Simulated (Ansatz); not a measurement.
Two G0W0 runs on P (aligned bilayer).

The cell holds 4 atoms: 4 P. Its edges and angles: a = 3.270 Å, b = 3.270 Å, c = 34.800 Å, α = 90.0°, β = 90.0°, γ = 120.0°. Regions: layer 1 (P-hc), 2 atoms (2 P); layer 2 (P-hc), 2 atoms (2 P). Vacuum lies along c.

```xyz
4
Lattice="3.2700 0.0000 0.0000 -1.6350 2.8319 0.0000 0.0000 0.0000 34.8000" Properties=species:S:1:pos:R:3
P     0.0000    1.8879   15.7500
P     1.6350    0.9440   14.5100
P     1.6350    0.9440   20.2900
P     0.0000    0.0000   19.0500
```

The structure was relaxed with PBE-D3(BJ) (ions only). The runs that relaxed it are not among those shown.

The first (Ansatz 0.2.0; start PBE, 6×6×1 mesh, 298 empty bands, screening to 72 eV, PAW set soft_1 files; 1 × NVIDIA GB200 (shared by 2 runs) with 32 threads of Arm Neoverse V2, shared host) gave, on its mesh: starting gap 1.15 eV, G0W0 gap 2.15 eV, mean of 1 + 4πα/V (set by the cell height) 3.24, 5.3 s.

The second gave: starting gap 1.15 eV, G0W0 gap 2.08 eV, mean of 1 + 4πα/V (set by the cell height) 3.30, 2.9 s.

**Question.** What was changed in the input? Choose among start, files, mesh, bands and cutoff, frequency model or another key.

Changed: empty bands from 298 to 120 and screening cutoff (eV) from 72.0 to 40. The starting gap stayed, which rules out the functional and points to the GW step. Other changes could give like numbers; this is the one that was made.

Limits: not at the basis limit; coarse mesh for a sheet.

[Paths, hosts, dates, memory and timing lines, banners, echoed tables and standing remarks are left out of the program output.]

[Logs are printed without paths, hosts, clocks, repeated set-up lines and the standing remarks that a program may print on its own settings, such as how far it seeks lower states.]

[Runs of the session that timed out or met a known fault of the program may be left out.]

[Cells called generated may have been cut or substituted from an entry of the Crystallography Open Database or the Materials Project.]

[Hosts, paths, dates, database ids (printed as entryN), source tags and the programs' standing remarks are cut or masked in the printed files.]
